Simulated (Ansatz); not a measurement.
# Au (Pm-3m) in Ansatz: notebook

The runs below take Au through relaxation of cell and atoms, single point, with BLYP, PBE.

Everything below comes from runs of Ansatz 0.2.0. Logs are shortened: lines on timing, memory, paths and dates and some standing lists are left out, and cuts for length are marked.

**1. The structure**

Symmetry: Pm-3m, No. 221, cubic system. Conventional cell: a = 2.748 Å, b = 2.748 Å, c = 2.748 Å, α = 90.00°, β = 90.00°, γ = 90.00°. Au (site symmetry m-3m) has 6 Au at 2.75 Å as nearest neighbours.

The cell was built by a generator and needn't be a form met in nature.

**2. Relaxation of cell and atoms, BLYP**

input.yaml

```yaml
crystal:
  lattice:
    - [2.74841, 0.0, 0.0]
    - [0.0, 2.74841, 0.0]
    - [0.0, 0.0, 2.74841]
  atoms:
    - { symbol: Au, position: [0.5, 0.5, 0.5] }
hamiltonian:
  xc: blyp
  pseudopotentials: { kind: paw }
kpoints:
  mp_grid: { grid: [10, 10, 10] }
scf:
  occupations: { method: fermi_dirac, width: 0.05 }
output:
  forces: true
  stress: true
  eigenvalues: true
  write_density: true
  write_potential: true
  elf: true
  volumetric_format: npy
relax:
  f_tol: 0.01
  max_steps: 40
  cell: { stress_tol: 0.05 }
```

Potentials or basis: Ansatz PAW.

On the command line:

```console
$ ansatz run input.yaml --threads 2 --pin off --max-ram 5632MiB --backend cpu --events-out ev --progress --plain --runs-dir out
```

The program printed:

```text
Warning: RAYON_NUM_THREADS=2 ignored (pool sized by the plan → 2); use --threads N
Engine: ansatz 0.2.0, aarch64-unknown-linux-gnu
Pseudopotentials: kind: paw
Pseudopotential: Au, paw, valence charge 19, recommended cutoff 420 eV (normal), Au.paw.azcp
Functional definition: BLYP
  parameter beta = 0.0042
  parameter a = 0.04918
  parameter b = 0.132
  parameter c = 0.2533
  parameter d = 0.349
  exchange = b88_x(beta = beta)
  correlation = lyp_c(a = a, b = b, c = c, d = d)
Crystal: 1 atoms, lattice volume = 20.761 Å³
Basis set: ecut = 420 eV, 437 PW (Γ), exchange–correlation on 40×40×40 points (8 copies of the dense FFT grid, shifted against one another)
Bands: 14, of which v1, the nominal top of the filled ones, is band 10 counted from 1 (9 counted from 0)
Symmetry: 48 space group operations
Space group: Pm-3m (ITA 221), of the structure as read, at distance tolerance 2.7e-5 Å
k-points: 56 of 1000
Non-local potential: Au, projectors of the file, l = 0: 3, l = 1: 2, l = 2: 2, l = 3: 1
PAW form: soft (Blöchl's): semilocal exchange-correlation on the pseudo side does not see the compensation charge
PAW frozen core: Au, regenerated for the run's functional, and the local potential with it (the file was generated under x = pbe(κ = 0.804, μ = 0.2195149727645171), c = pbe(β = 0.06672455060314922))
PAW one-centre angular grid: Au, 590 points (default); XC on 64 Gauss nodes
Initial density: superposition of atomic densities (neutral atoms: chi_scale 0, normalization atom), corrected by the library's trained network
Initial wavefunctions: pseudopotential atomic-orbital guess
Functional: x = b88, c = lyp
SCF iter   1: F=—  HF=-13175.951492 eV  |F-HF|=—  |Δ(HF+E_count)|=         —  Δρ=6.91e-3  dr2=1.32e-2  ethr=1.77e-3  ⟨swp⟩=5.3  Hψ=4155  notcnv=0
preconditioner: auto → none  [insulator: Δε(μ)=0.131 eV  Ē_g=15.014 eV  σ=0.050 eV  W_gap=0.56  n_scr=6 (ndim 8)  ℏωp=27.0 eV  f_vac=0.010  D(μ)=0.39/eV (n_scr^D=0)  ε∞_Penn≈4.2]
SCF iter   2: F=—  HF=-13175.948699 eV  |F-HF|=—  |Δ(HF+E_count)|=   2.79e-3  Δρ=3.39e-3  dr2=1.36e-3  ethr=6.93e-5  ⟨swp⟩=2.6  Hψ=1703  notcnv=0  defer=22
SCF iter   3: F=—  HF=-13175.948344 eV  |F-HF|=—  |Δ(HF+E_count)|=   3.54e-4  Δρ=1.16e-3  dr2=1.68e-4  ethr=7.18e-6  ⟨swp⟩=2.6  Hψ=1229  notcnv=0  defer=22
SCF iter   4: F=—  HF=-13175.948352 eV  |F-HF|=—  |Δ(HF+E_count)|=   7.64e-6  Δρ=1.76e-4  dr2=2.35e-6  ethr=8.86e-7  ⟨swp⟩=2.0  Hψ=1196  notcnv=0  defer=22
SCF iter   5: F=—  HF=-13175.948367 eV  |F-HF|=—  |Δ(HF+E_count)|=   1.51e-5  Δρ=9.02e-6  dr2=7.66e-9  ethr=1.24e-8  ⟨swp⟩=2.2  Hψ=1027  notcnv=0  defer=22
SCF iter   6: F=-13175.948367 eV  HF=-13175.948367 eV  |F-HF|=1.64e-10  |Δ(HF+E_count)|=   1.02e-8  Δρ=1.12e-6  dr2=7.33e-11  ethr=4.03e-11  ⟨swp⟩=6.1  Hψ=4074  notcnv=0
SCF 1 converged in 6 iterations: F = -13175.948367 eV  dr2 = 7.33e-11
relax step   1: F+E_penalty+E_count = -13175.94836693 eV  Δ(F+E_penalty+E_count) = +0.000e0 eV  max|allowed force component| = 0.000e0 eV/Å  Δτ_max = 0.0000 Å  P = +7.572 GPa  Ω = 20.761 Å³  (6 SCF iters, dr2 threshold 1.00e-7 eV, accepted)
Crystal: 1 atoms, lattice volume = 23.919 Å³
Basis set: ecut = 420 eV, 461 PW (Γ), exchange–correlation on 40×40×40 points (8 copies of the dense FFT grid, shifted against one another)
Initial density: handed on by an earlier stage of this run
Initial wavefunctions: those handed on with the density
iter 1 solved again at ethr=8.79e-5 eV; its pass at ethr=3.10e-3 eV (dr2=1.67e-2 eV) is discarded
SCF iter   1: F=—  HF=-13175.964097 eV  |F-HF|=—  |Δ(HF+E_count)|=         —  Δρ=8.35e-3  dr2=1.80e-2  ethr=8.79e-5  ⟨swp⟩=1.1  Hψ=5680  notcnv=0
preconditioner: auto → none  [metal: Δε(μ)=0.164 eV  Ē_g=13.826 eV  σ=0.050 eV  W_gap=0.49  n_scr=6 (ndim 8)  ℏωp=25.2 eV  f_vac=0.031  D(μ)=0.53/eV (n_scr^D=0)]
SCF iter   2: F=—  HF=-13175.959679 eV  |F-HF|=—  |Δ(HF+E_count)|=   4.42e-3  Δρ=4.28e-3  dr2=2.27e-3  ethr=8.79e-5  ⟨swp⟩=2.0  Hψ=1332  notcnv=0
SCF iter   3: F=—  HF=-13175.959058 eV  |F-HF|=—  |Δ(HF+E_count)|=   6.21e-4  Δρ=1.68e-3  dr2=2.72e-4  ethr=1.19e-5  ⟨swp⟩=2.5  Hψ=1246  notcnv=0
SCF iter   4: F=—  HF=-13175.959048 eV  |F-HF|=—  |Δ(HF+E_count)|=   1.03e-5  Δρ=2.74e-4  dr2=5.09e-6  ethr=1.43e-6  ⟨swp⟩=2.1  Hψ=1104  notcnv=0
SCF iter   5: F=—  HF=-13175.959075 eV  |F-HF|=—  |Δ(HF+E_count)|=   2.74e-5  Δρ=1.69e-5  dr2=3.89e-8  ethr=5.26e-10  ⟨swp⟩=7.0  Hψ=5349  notcnv=0
SCF iter   6: F=-13175.959075 eV  HF=-13175.959075 eV  |F-HF|=7.28e-11  |Δ(HF+E_count)|=   1.00e-8  Δρ=1.20e-6  dr2=7.44e-11  ethr=2.05e-10  ⟨swp⟩=4.8  Hψ=3846  notcnv=0
SCF 2 converged in 6 iterations: F = -13175.959075 eV  dr2 = 7.44e-11
relax step   2: F+E_penalty+E_count = -13175.95907496 eV  Δ(F+E_penalty+E_count) = -1.071e-2 eV  max|allowed force component| = 0.000e0 eV/Å  Δτ_max = 0.0000 Å  P = -4.486 GPa  Ω = 23.919 Å³  energy of the carried Pulay correction = -8.624e-4 eV  (6 SCF iters, dr2 threshold 1.00e-7 eV, accepted)
[... 15 lines left out ...]
SCF iter   2: F=—  HF=-13175.982660 eV  |F-HF|=—  |Δ(HF+E_count)|=   4.05e-5  Δρ=4.16e-4  dr2=2.04e-5  ethr=4.66e-7  ⟨swp⟩=2.1  Hψ=1096  notcnv=0
SCF iter   3: F=—  HF=-13175.982673 eV  |F-HF|=—  |Δ(HF+E_count)|=   1.24e-5  Δρ=1.62e-4  dr2=2.15e-6  ethr=7.30e-8  ⟨swp⟩=2.1  Hψ=1230  notcnv=0
SCF iter   4: F=-13175.982672 eV  HF=-13175.982672 eV  |F-HF|=2.26e-8  |Δ(HF+E_count)|=   9.52e-8  Δρ=2.29e-5  dr2=2.99e-8  ethr=3.58e-10  ⟨swp⟩=5.9  Hψ=4513  notcnv=0
SCF 4 converged in 4 iterations: F = -13175.982672 eV  dr2 = 2.99e-8
relax step   4: F+E_penalty+E_count = -13175.98267249 eV  Δ(F+E_penalty+E_count) = -8.131e-4 eV  max|allowed force component| = 0.000e0 eV/Å  Δτ_max = 0.0000 Å  P = +0.144 GPa  Ω = 22.336 Å³  energy of the carried Pulay correction = -4.458e-4 eV  (4 SCF iters, dr2 threshold 1.00e-7 eV, accepted)
Crystal: 1 atoms, lattice volume = 22.375 Å³
iter 1 solved again at ethr=6.01e-9 eV; its pass at ethr=3.10e-3 eV (dr2=1.14e-6 eV) is discarded
SCF iter   1: F=—  HF=-13175.982662 eV  |F-HF|=—  |Δ(HF+E_count)|=         —  Δρ=9.97e-5  dr2=2.64e-6  ethr=6.01e-9  ⟨swp⟩=2.1  Hψ=5284  notcnv=0
preconditioner: auto → none  [metal: Δε(μ)=0.088 eV  Ē_g=14.267 eV  σ=0.050 eV  W_gap=0.40  n_scr=6 (ndim 8)  ℏωp=26.0 eV  f_vac=0.022  D(μ)=0.49/eV (n_scr^D=0)]
SCF iter   2: F=—  HF=-13175.982680 eV  |F-HF|=—  |Δ(HF+E_count)|=   1.80e-5  Δρ=4.74e-5  dr2=3.01e-7  ethr=6.01e-9  ⟨swp⟩=2.4  Hψ=1212  notcnv=0
SCF iter   3: F=-13175.982680 eV  HF=-13175.982680 eV  |F-HF|=1.07e-8  |Δ(HF+E_count)|=   1.03e-7  Δρ=1.59e-5  dr2=2.45e-8  ethr=2.74e-10  ⟨swp⟩=7.9  Hψ=4697  notcnv=0
SCF 5 converged in 3 iterations: F = -13175.982680 eV  dr2 = 2.45e-8
relax step   5: F+E_penalty+E_count = -13175.98267990 eV  Δ(F+E_penalty+E_count) = -7.412e-6 eV  max|allowed force component| = 0.000e0 eV/Å  Δτ_max = 0.0000 Å  P = +0.004 GPa  Ω = 22.375 Å³  energy of the carried Pulay correction = -4.564e-4 eV  (3 SCF iters, dr2 threshold 5.21e-8 eV, accepted)
Initial wavefunctions: pseudopotential atomic-orbital guess (no wavefunctions were taken with the density)
iter 1 solved again at ethr=6.99e-9 eV; its pass at ethr=3.10e-3 eV (dr2=1.33e-6 eV) is discarded
SCF iter   1: F=—  HF=-13175.982825 eV  |F-HF|=—  |Δ(HF+E_count)|=         —  Δρ=3.27e-4  dr2=1.41e-6  ethr=6.99e-9  ⟨swp⟩=3.7  Hψ=6567  notcnv=0
preconditioner: auto → none  [metal: Δε(μ)=0.088 eV  Ē_g=14.266 eV  σ=0.050 eV  W_gap=0.40  n_scr=6 (ndim 8)  ℏωp=26.0 eV  f_vac=0.022  D(μ)=0.49/eV (n_scr^D=0)]
SCF iter   2: F=—  HF=-13175.983014 eV  |F-HF|=—  |Δ(HF+E_count)|=   1.89e-4  Δρ=1.60e-4  dr2=3.21e-7  ethr=6.99e-9  ⟨swp⟩=2.5  Hψ=1350  notcnv=0
SCF iter   3: F=—  HF=-13175.983077 eV  |F-HF|=—  |Δ(HF+E_count)|=   6.32e-5  Δρ=3.42e-5  dr2=1.03e-7  ethr=1.69e-9  ⟨swp⟩=2.0  Hψ=1048  notcnv=0
SCF iter   4: F=—  HF=-13175.983079 eV  |F-HF|=—  |Δ(HF+E_count)|=   1.92e-6  Δρ=8.73e-6  dr2=9.40e-10  ethr=5.42e-10  ⟨swp⟩=2.6  Hψ=1265  notcnv=0
SCF iter   5: F=-13175.983079 eV  HF=-13175.983079 eV  |F-HF|=8.00e-11  |Δ(HF+E_count)|=   2.07e-7  Δρ=2.70e-7  dr2=5.90e-12  ethr=1.00e-12  ⟨swp⟩=4.0  Hψ=3663  notcnv=0
SCF 6 converged in 5 iterations: F = -13175.983079 eV  dr2 = 5.90e-12
relax step   6: F+E_penalty+E_count = -13175.98307892 eV  Δ(F+E_penalty+E_count) = -3.990e-4 eV  max|allowed force component| = 0.000e0 eV/Å  Δτ_max = 0.0000 Å  P = -0.008 GPa  Ω = 22.375 Å³  stress off target by 8.47e-3 GPa  SCF on the basis re-selected at this cell (its energy is not comparable with the rows above)  (5 SCF iters)
basis re-selected at this cell: Δ(F+E_penalty+E_count) = -3.990e-4 eV, ΔP = -0.013 GPa vs the last step (what re-selecting the basis moved, of the pressure what is left beyond the Pulay correction that the steps carried, after the strain that the cell walked since its last selection, with what the two solves' SCF thresholds leave and, on support functions, any second-order correction that the steps lacked; it is no measure of the basis error at this ecutwfc). This SCF's stress stands 8.47e-3 GPa from its target on what of the cell is left free (relax.cell.stress_tol is 5.00e-2 GPa) and its largest allowed force component is 0.00e0 eV/Å (relax.f_tol is 1.00e-2 eV/Å): within both
SCF converged after 5 iterations
Free energy (F): -13175.983079 eV
Harris-Foulkes:  -13175.983079 eV  (|F-HF|=8.00e-11)
Internal energy: -13175.979163 eV  (E = F + TS)
E sigma→0 (E₀):  -13175.981121 eV
Entropy (-TS):   -0.003915 eV (-3.915 meV/atom)
Fermi energy:    14.325647 eV
--- Per-component energies (eV) ---
  E_band       = -307.943259
  E_kinetic    = 604.476720
  E_local      = -2193.250801  (includes V_loc(G=0)·N_el)
  E_nonlocal   = 71.406573
  E_hartree    = 919.168920
  E_xc         = -224.190296
  E_vxc        = -269.677567  (∫ρ·V_xc dr)
  E_paw        = -9736.672085  (= ΣΔE_a)
  E_vpaw       = -359.237455  (= ΣTr[D̂ρ^β])
  E_aug_tail   = 0.001312  (compensation charges beyond the density's cutoff)
  E_ewald      = -2617.061799
  E_core_change = 0.142292  (= ΣΔE_core)
  E_smearing   = -0.003915  (= −TS)
  E_closure    = -0.000000  (closes the sum)
  Σ components = -13175.983079   (vs F -13175.983079, Δ=0.00e0)
--- Forces (eV/Å), atoms counted from 1 ---
  atom   1  Au     0.00000000     0.00000000    -0.00000000
  max |Σ_I F_I| component: 6.31e-30 eV/Å
--- Stress (GPa, compression-positive) ---
       -0.008471       0.000000       0.000000
        0.000000      -0.008471       0.000000
        0.000000       0.000000      -0.008471
  P = ⅓ Tr σ = -0.0085 GPa (-0.085 kbar)
--- Band table (eV; the first three rows and the last of 56) ---
  k-point 0: bands = ["-90.2834", "-41.6017", "-41.6017", "-41.6017", "7.1884", "9.1678", "9.1678", "12.8330", "12.8330", "12.8330", "27.7055", "27.7055", "27.7055", "32.6785"]
  k-point 1: bands = ["-90.2828", "-41.6164", "-41.6005", "-41.6005", "7.4100", "9.1989", "9.3407", "12.6984", "12.6984", "12.8440", "26.0586", "28.0627", "28.0627", "33.3639"]
  k-point 2: bands = ["-90.2814", "-41.6548", "-41.5976", "-41.5976", "7.9576", "9.2816", "9.9312", "12.3646", "12.3646", "12.8731", "23.2578", "29.0373", "29.0373", "32.9407"]
  k-point 55: bands = ["-90.2661", "-41.7264", "-41.7264", "-41.7264", "9.8446", "9.8446", "9.8446", "13.9292", "13.9292", "22.3506", "22.3506", "22.3506", "24.9975", "25.0142"]
--- Relaxed structure (5 steps of the walk, 5 accepted, 1 SCFs on fresh bases) ---
  F+E_penalty+E_count = -13175.98307892 eV   max|allowed force component| = 0.000e0 eV/Å   (the final SCF, on the basis selected at the relaxed cell)
  cell:  # Å, volume = 22.3748 Å³
    - [2.8178631665483542, 3.39846388103331e-33, 2.046300565911438e-33]
    - [4.168835858788204e-33, 2.8178631665483547, -6.419766481290786e-35]
    - [2.046300565911438e-33, -6.419766481290786e-35, 2.8178631665483547]
  atoms:
    - { symbol: Au, position: [0.5, 0.5, 0.5] }
```

It took 3.3 s on 2 threads of Arm Neoverse V2, shared host; peak memory 0.28 GiB.

Results:

```yaml
Free_energy: -13175.9831 eV
Relaxed_volume: 22.37 Å³/atom
Relaxed_cell: a = 2.818 Å, b = 2.818 Å, c = 2.818 Å, α = 90.00°, β = 90.00°, γ = 90.00°
Space_group_after_relaxing_to_0.05_Å: Pm-3m (No. 221)
Energy_gained_by_relaxing: 34.7 meV/atom
Ionic_steps: 6
Pressure_after_relaxing: 0.0 GPa
Band_gap_on_the_k_mesh: none (metal or under the smearing width)
```

Step by step:
```csv
step,energy change (eV),largest force (eV/Å),volume (Å³)
1,0.0000,0.0000,20.76
2,-0.0107,0.0000,23.92
3,-0.0335,0.0000,22.64
4,-0.0343,0.0000,22.34
5,-0.0343,0.0000,22.37
6,-0.0347,0.0000,22.37
```

Final structure:
```xyz
1
Lattice="2.8179 0.0000 0.0000 0.0000 2.8179 0.0000 0.0000 0.0000 2.8179" Properties=species:S:1:pos:R:3 pbc="T T T"
Au    1.4089    1.4089    1.4089
```

Levels at points of the mesh, in eV from the Fermi level:
| k point | band 5 | band 6 | band 7 | band 8 | band 9 | band 10 | band 11 | band 12 | band 13 | band 14 |
| --- | --- | --- | --- | --- | --- | --- | --- | --- | --- | --- |
| (0.00, 0.00, 0.00) | -7.14 | -5.16 | -5.16 | -1.49 | -1.49 | -1.49 | 13.38 | 13.38 | 13.38 | 18.35 |
| (0.00, 0.00, -0.50) | -5.27 | -4.82 | -2.73 | -2.73 | -1.38 | 0.04 | 1.67 | 16.36 | 18.06 | 18.06 |
| (0.00, -0.50, -0.50) | -5.04 | -4.54 | -2.52 | -2.52 | -0.48 | 3.91 | 3.91 | 5.56 | 11.44 | 20.11 |
| (-0.50, -0.50, -0.50) | -4.48 | -4.48 | -4.48 | -0.40 | -0.40 | 8.02 | 8.02 | 8.02 | 10.67 | 10.69 |

Caveat: the plane-wave basis is chosen anew once the cell has moved, so the energies of steps on either side of that aren't comparable; the PAW data sets come from PBE, with cores solved anew for the run's functional, which leaves a small shift of forces and pressure.

**3. Single point, PBE**

input.yaml

```yaml
crystal:
  lattice:
    - [2.74841, 0.0, 0.0]
    - [0.0, 2.74841, 0.0]
    - [0.0, 0.0, 2.74841]
  atoms:
    - { symbol: Au, position: [0.5, 0.5, 0.5] }
hamiltonian:
  xc: pbe
  pseudopotentials: { kind: paw }
kpoints:
  mp_grid: { grid: [10, 10, 10] }
scf:
  occupations: { method: gaussian, width: 0.012 }
output:
  forces: true
  stress: true
  eigenvalues: true
```

Potentials or basis: Ansatz PAW.

On the command line:

```console
$ ansatz run input.yaml --threads 2 --pin off --max-ram 5632MiB --backend cpu --events-out ev --progress --plain --runs-dir out
```

The program printed:

```text
Warning: RAYON_NUM_THREADS=2 ignored (pool sized by the plan → 2); use --threads N
[... 3 set-up lines as earlier in the session ...]
Functional definition: PBE
  parameter kappa = 0.804
  parameter beta = 0.06672455060314922
  exchange = pbe_x(kappa = kappa, mu = beta*pi^2/3)
  correlation = pbe_c(beta = beta)
Crystal: 1 atoms, lattice volume = 20.761 Å³
Basis set: ecut = 420 eV, 437 PW (Γ), exchange–correlation on 40×40×40 points (8 copies of the dense FFT grid, shifted against one another)
Bands: 14, of which v1, the nominal top of the filled ones, is band 10 counted from 1 (9 counted from 0)
[... 2 set-up lines as earlier in the session ...]
k-points: 56 of 1000
[... 3 set-up lines as earlier in the session ...]
[... 25 lines left out ...]
  E_nonlocal   = 73.967387
  E_hartree    = 877.938551
  E_xc         = -227.509604
  E_vxc        = -274.498497  (∫ρ·V_xc dr)
  E_paw        = -9706.786772  (= ΣΔE_a)
  E_vpaw       = -361.920711  (= ΣTr[D̂ρ^β])
  E_aug_tail   = 0.001395  (compensation charges beyond the density's cutoff)
  E_ewald      = -2683.195756
  E_smearing   = -0.000102  (= −TS)
  E_closure    = -0.000000  (closes the sum)
  Σ components = -13149.117784   (vs F -13149.117784, Δ=0.00e0)
--- Forces (eV/Å), atoms counted from 1 ---
  atom   1  Au     0.00000000     0.00000000     0.00000000
  max |Σ_I F_I| component: 1.26e-29 eV/Å
--- Stress (GPa, compression-positive) ---
        0.242196       0.000000       0.000000
        0.000000       0.242196       0.000000
       -0.000000       0.000000       0.242196
  P = ⅓ Tr σ = 0.2422 GPa (2.422 kbar)
--- Band table (eV; the first three rows and the last of 56) ---
  k-point 0: bands = ["-89.2683", "-40.6216", "-40.6216", "-40.6216", "7.6875", "9.8448", "9.8448", "14.0180", "14.0180", "14.0180", "29.2780", "29.2780", "29.2780", "34.0849"]
  k-point 1: bands = ["-89.2675", "-40.6413", "-40.6201", "-40.6201", "7.9253", "9.8809", "10.0366", "13.8616", "13.8616", "14.0307", "27.5171", "29.6693", "29.6693", "34.8652"]
  k-point 2: bands = ["-89.2653", "-40.6926", "-40.6161", "-40.6161", "8.5176", "9.9769", "10.6780", "13.4759", "13.4759", "14.0640", "24.6082", "30.7307", "30.7307", "34.2628"]
  k-point 55: bands = ["-89.2429", "-40.7869", "-40.7869", "-40.7869", "10.5715", "10.5715", "10.5715", "15.2543", "15.2543", "23.8554", "23.8554", "23.8554", "25.5950", "27.5997"]
```

Run time: 0.53 s. Hardware: 2 threads of Arm Neoverse V2, shared host; peak memory 0.26 GiB.

Results:

| Item | Value |
| --- | --- |
| Free energy | -13149.1178 eV |
| Pressure | 0.2 GPa |
| Band gap on the k mesh | none (metal or under the smearing width) |

**4. Single point, PBE**

input.yaml, as its differences from that of step 3:

```diff
@@ -13,3 +13,3 @@
 scf:
-  occupations: { method: gaussian, width: 0.012 }
+  occupations: { method: gaussian, width: 0.013 }
 output:
```

On the command line:

```console
$ ansatz run input.yaml --threads 2 --pin off --max-ram 5632MiB --backend cpu --events-out ev --progress --plain --runs-dir out
```

Run time: 0.54 s. Hardware: 2 threads of Arm Neoverse V2, shared host; peak memory 0.26 GiB.

Results (log left out):

```
Free energy            : -13149.1178 eV
Pressure               : 0.2 GPa
Band gap on the k mesh : none (metal or under the smearing width)
```

Levels at points of the mesh, in eV from the Fermi level:
```tsv
k point	band 7	band 8	band 9	band 10	band 11	band 12
(0.00, 0.00, 0.00)	-5.66	-1.48	-1.48	-1.48	13.78	13.78
(0.00, 0.00, -0.50)	-2.91	-2.91	-1.35	-0.49	2.00	16.22
(0.00, -0.50, -0.50)	-2.66	-2.66	-0.34	3.78	3.78	6.34
(-0.50, -0.50, -0.50)	-4.93	-0.25	-0.25	8.35	8.35	8.35
```

**5. Single point, PBE**

input.yaml, as its differences from that of step 4:

```diff
@@ -13,3 +13,3 @@
 scf:
-  occupations: { method: gaussian, width: 0.013 }
+  occupations: { method: gaussian, width: 0.014 }
 output:
@@ -18 +18,5 @@
   eigenvalues: true
+  write_density: true
+  write_potential: true
+  elf: true
+  volumetric_format: npy
```

On the command line:

```console
$ ansatz run input.yaml --threads 2 --pin off --max-ram 5632MiB --backend cpu --events-out ev --progress --plain --runs-dir out
```

Run time: 0.69 s. Hardware: 2 threads of Arm Neoverse V2, shared host; peak memory 0.26 GiB.

It converged, with:

| Item | Value |
| --- | --- |
| Free energy | -13149.1178 eV |
| Pressure | 0.2 GPa |
| Band gap on the k mesh | none (metal or under the smearing width) |

Levels at points of the mesh, in eV from the Fermi level:
| k point | band 5 | band 6 | band 7 | band 8 | band 9 | band 10 | band 11 | band 12 | band 13 | band 14 |
| --- | --- | --- | --- | --- | --- | --- | --- | --- | --- | --- |
| (0.00, 0.00, 0.00) | -7.81 | -5.66 | -5.66 | -1.48 | -1.48 | -1.48 | 13.78 | 13.78 | 13.78 | 18.58 |
| (0.00, 0.00, -0.50) | -5.74 | -5.26 | -2.91 | -2.91 | -1.35 | -0.49 | 2.00 | 16.22 | 18.33 | 18.87 |
| (0.00, -0.50, -0.50) | -5.60 | -4.92 | -2.66 | -2.66 | -0.34 | 3.78 | 3.78 | 6.34 | 11.38 | 20.35 |
| (-0.50, -0.50, -0.50) | -4.93 | -4.93 | -4.93 | -0.25 | -0.25 | 8.35 | 8.35 | 8.35 | 10.09 | 12.10 |

**6. Overview**

```tsv
task	level	cell	smearing	gap on the mesh (eV)	pressure (GPa)
relaxation of cell and atoms	BLYP	relaxed	fermi-dirac 0.05 eV	none	0.0
single point	PBE	as given	gaussian 0.012 eV	none	0.2
single point	PBE	as given	gaussian 0.013 eV	none	0.2
single point	PBE	as given	gaussian 0.014 eV	none	0.2
```

Alike in all rows: potentials or basis Ansatz PAW; no spin polarisation; k mesh 10 × 10 × 10; cutoff (eV) 420.

Every run on the cell as given and a fine mesh finds a metal.

Caveats: the plane-wave basis is chosen anew once the cell has moved, so the energies of steps on either side of that aren't comparable (some runs); the PAW data sets come from PBE, with cores solved anew for the run's functional, which leaves a small shift of forces and pressure (some runs).

Total energies depend on the potentials used, so only differences within one code and one set of settings carry meaning.
